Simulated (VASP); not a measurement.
# SiSe (P-6m2) in VASP: a series of runs

One crystal, SiSe, is run at these levels: PBE; tasks: phonons, Wannier functions by SCDM.

Everything below comes from runs of VASP 6.6.1. Logs are shortened: lines on timing, memory, paths and dates and some standing lists are left out, and cuts for length are marked.

## (1) The crystal as given

It takes space group P-6m2 (No. 187, hexagonal). Conventional cell: a = 3.595 Å, b = 3.595 Å, c = 3.599 Å, α = 90.00°, β = 90.00°, γ = 120.00°. Si (site symmetry -6m2) has 6 Se at 2.75 Å as nearest neighbours. Se (site symmetry -6m2) is surrounded by 6 Si at 2.75 Å.

The cell was built by a generator and needn't be a form met in nature.

## (2) Phonons, PBE

POSCAR

```
SiSe
1.0
    3.5952000000      0.0000000000      0.0000000000
   -1.7976000000      3.1135300000      0.0000000000
    0.0000000000      0.0000000000      3.5987300000
Si Se
1 1
Direct
    0.6666700000      0.3333300000      0.5000000000
    0.0000000000      0.0000000000      0.0000000000
```

INCAR.step1

```
ALGO = Normal
EDIFF = 1E-8
EDIFFG = -0.002
ENCUT = 600
GGA = PE
IBRION = 2
ISIF = 3
ISMEAR = 0
LASPH = True
LCHARG = False
LREAL = False
LWAVE = False
NELM = 60
NSW = 40
PREC = Accurate
SIGMA = 0.02
```

INCAR.step2

```
ALGO = Normal
EDIFF = 1E-8
ENCUT = 600
GGA = PE
IBRION = 6
ISIF = 2
ISMEAR = 0
LASPH = True
LCHARG = False
LREAL = False
LWAVE = False
NELM = 60
NFREE = 2
NSW = 1
POTIM = 0.015
PREC = Accurate
SIGMA = 0.02
```

KPOINTS

```
k-points
0
Gamma
  7 7 5
```

Potentials or basis: VASP PAW PBE potentials, release 64 (Si, Se).

Run with:

```
$ cat potpaw_PBE.64/Si/POTCAR potpaw_PBE.64/Se/POTCAR > POTCAR
$ cp INCAR.step1 INCAR
$ mpirun -np 1 vasp_std > vasp.out
$ cp CONTCAR POSCAR
$ cp INCAR.step2 INCAR
$ mpirun -np 1 vasp_std > vasp.out
```

OUTCAR:

```text
EDIFF = 1E-8
   ENCUT = 600
   GGA = PE
   IBRION = 6
   ISIF = 2
   ISMEAR = 0
   LASPH = True
   LREAL = False
   NELM = 60
   NFREE = 2
   NSW = 1
   POTIM = 0.015
   PREC = Accurate

 ion  position               nearest neighbor table
   1  0.667  0.333  0.500-   2 2.74   2 2.74   2 2.74   2 2.74   2 2.74   2 2.74
   2  1.000  0.000  0.000-   1 2.74   1 2.74   1 2.74   1 2.74   1 2.74   1 2.74

  LATTYP: Found a base centered orthorhombic cell.
 ALAT       =     3.5729720607
 B/A-ratio  =     1.7320782358
 C/A-ratio  =     1.0081588086

  Lattice vectors:

 A1 = (   3.5730164220,  -0.0000233881,   0.0000000000)
 A2 = (  -1.7865284657,   3.0943068477,   0.0000000000)
 A3 = (   0.0000000000,   0.0000000000,   3.6021232560)

Analysis of symmetry for initial positions (statically):
=====================================================================
 Subroutine PRICEL returns:
 Original cell was already a primitive cell.

 Routine SETGRP: Setting up the symmetry group for a
 base centered orthorhombic supercell.

 Subroutine GETGRP returns: Found  4 space group operations
 (whereof  4 operations were pure point group operations)
 out of a pool of  8 trial point group operations.

The static configuration has the point symmetry C_2v.

Analysis of symmetry for dynamics (positions and initial velocities):
=====================================================================
 Subroutine PRICEL returns:
 Original cell was already a primitive cell.

 Routine SETGRP: Setting up the symmetry group for a
 base centered orthorhombic supercell.

 Subroutine GETGRP returns: Found  4 space group operations
 (whereof  4 operations were pure point group operations)
 out of a pool of  8 trial point group operations.

The dynamic configuration has the point symmetry C_2v.

 Subroutine INISYM returns: Found  4 space group operations
 (whereof  4 operations are pure point group operations),
 and found     1 'primitive' translations

----------------------------------------------------------------------------------------

                                     Primitive cell

  volume of cell :      39.8250

  direct lattice vectors                    reciprocal lattice vectors
     3.573016422 -0.000023388  0.000000000     0.279876626  0.161589520  0.000000000
    -1.786528466  3.094306848  0.000000000     0.000002115  0.323175376  0.000000000
     0.000000000  0.000000000  3.602123256     0.000000000  0.000000000  0.277614043

  length of vectors
     3.573016422  3.573012570  3.602123256     0.323175028  0.323175376  0.277614043

  position of ions in fractional coordinates (direct lattice)
     0.666670937  0.333329063  0.500000000
     0.999999063  0.000000937  0.000000000

  ion indices of the primitive-cell ions
   primitive index   ion index
                 1           1
                 2           2

----------------------------------------------------------------------------------------

 KPOINTS: k-points

Automatic generation of k-mesh.
 Grid dimensions read from file:
 generate k-points for:    7    7    5

 Generating k-lattice:

  Cartesian coordinates                     Fractional coordinates (reciprocal lattice)
     0.039982375  0.023084217  0.000000000     0.142857143  0.000000000  0.000000000
     0.000000302  0.046167911  0.000000000     0.000000000  0.142857143  0.000000000
     0.000000000  0.000000000  0.055522809     0.000000000  0.000000000  0.200000000

  Length of vectors
     0.046167861  0.046167911  0.055522809

  Shift w.r.t. Gamma in fractional coordinates (k-lattice)
     0.000000000  0.000000000  0.000000000

 Subroutine IBZKPT returns following result:
 ===========================================

 Found     48 irreducible k-points:

 Following reciprocal coordinates:
            Coordinates               Weight
  0.000000  0.000000  0.000000      1.000000
  0.142857 -0.000000  0.000000      4.000000
  0.285714 -0.000000  0.000000      4.000000
  0.428571 -0.000000  0.000000      4.000000
  0.142857  0.142857  0.000000      2.000000
  0.285714  0.142857  0.000000      4.000000
[... 16 lines left out ...]
  0.428571  0.142857  0.200000      8.000000
 -0.428571  0.142857  0.200000      8.000000
 [... further k-points ...]
   k-points           NKPTS =     48   k-points in BZ     NKDIM =     48   number of bands    NBANDS=      9
   number of dos      NEDOS =    301   number of ions     NIONS =      2
   total plane-waves  NPLWV =  27000
   dimension x,y,z NGX =    30 NGY =   30 NGZ =   30
   dimension x,y,z NGXF=    60 NGYF=   60 NGZF=   60
   ions per type =               1   1
   NGX,Y,Z   is equivalent  to a cutoff of  13.96, 13.96, 13.85 a.u.
   NGXF,Y,Z  is equivalent  to a cutoff of  27.92, 27.92, 27.69 a.u.
 SYSTEM =  unknown system
   PREC   = accura    normal or accurate (medium, high low for compatibility)
   ISTART =      0    job   : 0-new  1-cont  2-samecut
   ICHARG =      2    charge: 1-file 2-atom 10-const
   ISPIN  =      1    spin polarized calculation?
   LNONCOLLINEAR =      F non collinear calculations
   LSORBIT =      F    spin-orbit coupling
   LASPH  =      T    aspherical Exc in radial PAW
   ENCUT  =  600.0 eV  44.10 Ry    6.64 a.u.   7.14  7.14  7.19*2*pi/ulx,y,z
   NELM   =     60;   NELMIN=  2; NELMDL=  0     # of ELM steps
   EDIFF  = 0.1E-07   stopping-criterion for ELM
   LREAL  =      F    real-space projection
   EDIFFG = 0.1E-06   stopping-criterion for IOM
   NSW    =     61    number of steps for IOM
   IBRION =      6    ionic relax: 0-MD 1-quasi-New 2-CG
   NFREE  =      2    steps in history (QN), initial steepest desc. (CG)
   ISIF   =      2    stress and relaxation
   ISYM   =      2    0-nonsym 1-usesym 2-fastsym
   POTIM  = 0.0150    time-step for ionic-motion
   TEBEG  =    0.0;   TEEND  =   0.0 temperature during run
   PSTRESS=    0.0 pullay stress
   NELECT =      10.0000    total number of electrons
   NUPDOWN=      -1.0000    fix difference up-down
   EMIN   =  10.00;   EMAX   =-10.00  energy-range for DOS
   EFERMI =   0.00;   METHOD = LEGACY
   ISMEAR =     0;   SIGMA  =   0.02  broadening in eV -4-tet -1-fermi 0-gaus
   EFERMI_NEDOS =   21; number of points for ismear=-14 and -15
   IALGO  =     38    algorithm
   IMIX   =      4    mixing-type and parameters
     AMIX     =   0.40;   BMIX     =  1.00
     AMIX_MAG =   1.60;   BMIX_MAG =  1.00
  volume/ion in A,a.u.               =      19.91       134.38
  Fermi-wavevector in a.u.,A,eV,Ry     =   1.032816  1.951740 14.513462  1.066709
  Thomas-Fermi vector in A             =   2.167032
   LORBIT       =      0    0 simple, 1 ext, 2 COOP (PROOUT), +10 PAW based schemes
   GGA     = PE    functional components
   LHFCALC =     F    Hartree Fock is set to
   AEXX    =    0.0000 exact exchange contribution
   IVDW    =     0    specifies the selected vdW correction
   LEPSILON=     F    determine dielectric tensor
   LRPA    =     F    only Hartree local field effects (RPA)
 finite differences with symmetry
 non-spin polarized calculation
 Gauss-broadening in eV      SIGMA  =   0.02
  energy-cutoff  :      600.00
  volume of cell :       39.82
 maximum number of plane-waves:      1342
 NGX is ok and might be reduce to    30
   NGX = 15   NGY = 15   NGZ = 15

--------------------------------------- Ionic step        1  -------------------------------------------

 number of electron      10.0000000 magnetization

 Free energy of the ion-electron system (eV)
  ---------------------------------------------------
  ext. energy  EPLUGINS =         0.00000000
  ---------------------------------------------------
  free energy    TOTEN  =        -8.42413593 eV

  energy without entropy =       -8.42312851  energy(sigma->0) =       -8.42363222

------------------------ aborting loop because EDIFF is reached ----------------------------------------

  FORCE on cell =-STRESS in cart. coord.  units (eV):
  Direction    XX          YY          ZZ          XY          YZ          ZX
  --------------------------------------------------------------------------------------
  -------------------------------------------------------------------------------------
  Total       -0.0002308     -0.0007676      0.0002563     -0.0004650      0.0000000      0.0000000
  in kB       -0.0092839     -0.0308828      0.0103107     -0.0187052      0.0000000      0.0000000
  external PRESSURE =      -0.0099520 kB  Pullay stress =       0.0000000 kB
[... 273 lines left out ...]
  energy  without entropy=       -8.4233760910  energy(sigma->0) =       -8.42387976

--------------------------------------- Ionic step        9  -------------------------------------------

 number of electron      10.0000000 magnetization

 Free energy of the ion-electron system (eV)
  ---------------------------------------------------
  ext. energy  EPLUGINS =         0.00000000
  ---------------------------------------------------
  free energy    TOTEN  =        -8.42438342 eV

  energy without entropy =       -8.42337609  energy(sigma->0) =       -8.42387975

 E-fermi :   6.4473     XC(G=0): -10.1523

 val. band max:        6.2250390147   @ k =  -0.1429   0.1429   0.2000
 cond. band min:       6.4531764623   @ k =  -0.4286   0.1429   0.4000
 fundamental gap:      0.2281374476
 Fermi energy:         6.4473196789

 k-point     1 :       0.0000    0.0000    0.0000
  band No.  band energies     occupation
      1      -9.0705      2.00000
      2       1.5655      2.00000
      3       2.4781      2.00000
      4       4.5252      2.00000
      5       4.5254      2.00000
      6       9.2185      0.00000
      7       9.2185      0.00000
      8       9.7604      0.00000
      9      13.0965      0.00000
[... 265 lines left out ...]
 k-point    24 :      -0.4286    0.1429    0.2000
  band No.  band energies     occupation
      1      -7.5215      2.00000
      2      -1.5035      2.00000
      3       1.5092      2.00000
      4       2.4086      2.00000
      5       5.4911      2.00000
      6       7.8287      0.00000
      7       8.9843      0.00000
      8      10.6277      0.00000
      9      13.1839      0.00000

 [... further k-points ...]
[... 5 lines left out ...]
  --------------------------------------------------------------------------------------
  -------------------------------------------------------------------------------------
  Total       -0.0001692     -0.0007048      0.0047165     -0.0004638     -0.0000071      0.0000122
  in kB       -0.0068088     -0.0283561      0.1897461     -0.0186606     -0.0002840      0.0004926
  external PRESSURE =       0.0515270 kB  Pullay stress =       0.0000000 kB
[... 17 lines left out ...]
  FREE ENERGIE OF THE ION-ELECTRON SYSTEM (eV)
  ---------------------------------------------------
  free  energy   TOTEN  =        -8.4243834167 eV

  energy  without entropy=       -8.4233760855  energy(sigma->0) =       -8.42387975

 INTERNAL STRAIN TENSORS FROM DISPLACED ATOMS
 ============================================

 INTERNAL STRAIN TENSOR FOR ION    1 for displacements in x,y,z  (eV/Angst):
          X           Y           Z          XY          YZ          ZX
  --------------------------------------------------------------------------------
  x    -0.00916     0.00895     0.00025    -3.36030     0.00000     0.00000
  y    -3.37070     3.37081    -0.00015    -0.00906     0.00000     0.00000
  z     0.00000     0.00000     0.00000     0.00000    -0.00044     0.00076

 INTERNAL STRAIN TENSOR FOR ION    2 for displacements in x,y,z  (eV/Angst):
          X           Y           Z          XY          YZ          ZX
  --------------------------------------------------------------------------------
  x     0.00966    -0.00641     0.00187     3.36239     0.00000     0.00000
  y     3.37073    -3.37259    -0.00108     0.00803     0.00000     0.00000
  z     0.00000     0.00000     0.00000     0.00000     0.00043    -0.00075

 Eigenvectors and eigenvalues of the dynamical matrix
 ----------------------------------------------------

   1 f  =    0.001289 THz     0.008099 2PiTHz    0.042997 cm-1     0.005331 meV
             X         Y         Z           dx          dy          dz
      1.786524  1.031407  1.801062    -0.443385    0.255986    0.000000
      3.573011 -0.000020  0.000000    -0.743918    0.429497    0.000000

   2 f  =    0.001111 THz     0.006982 2PiTHz    0.037068 cm-1     0.004596 meV
             X         Y         Z           dx          dy          dz
      1.786524  1.031407  1.801062    -0.256003   -0.443414    0.000000
      3.573011 -0.000020  0.000000    -0.429487   -0.743900    0.000000

   3 f  =    0.000577 THz     0.003622 2PiTHz    0.019231 cm-1     0.002384 meV
             X         Y         Z           dx          dy          dz
      1.786524  1.031407  1.801062     0.000000    0.000000   -0.512120
      3.573011 -0.000020  0.000000     0.000000    0.000000   -0.858914

   4 f/i=    4.578878 THz    28.769941 2PiTHz  152.734939 cm-1    18.936710 meV
             X         Y         Z           dx          dy          dz
      1.786524  1.031407  1.801062     0.743714   -0.429850    0.000000
      3.573011 -0.000020  0.000000    -0.443263    0.256196    0.000000

   5 f/i=    4.584934 THz    28.807993 2PiTHz  152.936950 cm-1    18.961757 meV
             X         Y         Z           dx          dy          dz
      1.786524  1.031407  1.801062    -0.429840   -0.743696    0.000000
      3.573011 -0.000020  0.000000     0.256213    0.443292    0.000000

   6 f/i=    5.091529 THz    31.991023 2PiTHz  169.835139 cm-1    21.056864 meV
             X         Y         Z           dx          dy          dz
      1.786524  1.031407  1.801062     0.000000    0.000000   -0.858914
      3.573011 -0.000020  0.000000     0.000000    0.000000    0.512120

 ELASTIC MODULI CONTR FROM IONIC RELAXATION (kBar)
 Direction    XX          YY          ZZ          XY          YZ          ZX
 --------------------------------------------------------------------------------
 XX           0.0000      0.0000      0.0000      0.0000      0.0000      0.0000
 YY           0.0000      0.0000      0.0000      0.0000      0.0000      0.0000
 ZZ           0.0000      0.0000      0.0000      0.0000      0.0000      0.0000
 XY           0.0000      0.0000      0.0000      0.0000      0.0000      0.0000
 YZ           0.0000      0.0000      0.0000      0.0000      0.0000      0.0000
 ZX           0.0000      0.0000      0.0000      0.0000      0.0000      0.0000
 --------------------------------------------------------------------------------
```

Run time: 1.8 min. Hardware: 1 thread of AMD EPYC 9R45 (Zen 5), shared host; peak memory 0.19 GiB.

What came out:

```
Relaxed volume                                          : 19.91 Å³/atom
Relaxed cell                                            : a = 3.573 Å, b = 3.573 Å, c = 3.602 Å, α = 90.00°, β = 90.00°, γ = 120.00°
Space group after relaxing (to 0.05 Å)                  : P-6m2 (No. 187)
Highest phonon frequency at Γ, LO-TO splitting left out : 0 cm⁻¹
Most unstable mode                                      : 170i cm⁻¹
```

The path:
```tsv
step	energy change (eV)	largest force (eV/Å)	pressure (GPa)	volume (Å³)
1	0.0000	0.0000	-0.60	40.28
2	-0.0012	0.0001	0.04	39.85
3	-0.0012	0.0001	0.11	39.80
4	-0.0013	0.0002	-0.03	39.83
5	-0.0013	0.0001	0.00	39.82
```

Final structure:
```yaml
crystal:
  lattice:
    - [3.57302, -0.00002, 0.00000]
    - [-1.78653, 3.09431, 0.00000]
    - [0.00000, 0.00000, 3.60212]
  atoms:
    - { symbol: Si, position: [0.66667, 0.33333, 0.50000] }
    - { symbol: Se, position: [0.00000, 0.00000, 0.00000] }
```

Phonon frequencies in cm⁻¹ (negative: imaginary):
```
              q point           frequencies
(0.000, 0.000, 0.000)  -170 -153 -153 0 0 0
```

Caveat: some modes are imaginary.

(Part 1 of 2 ends here.)
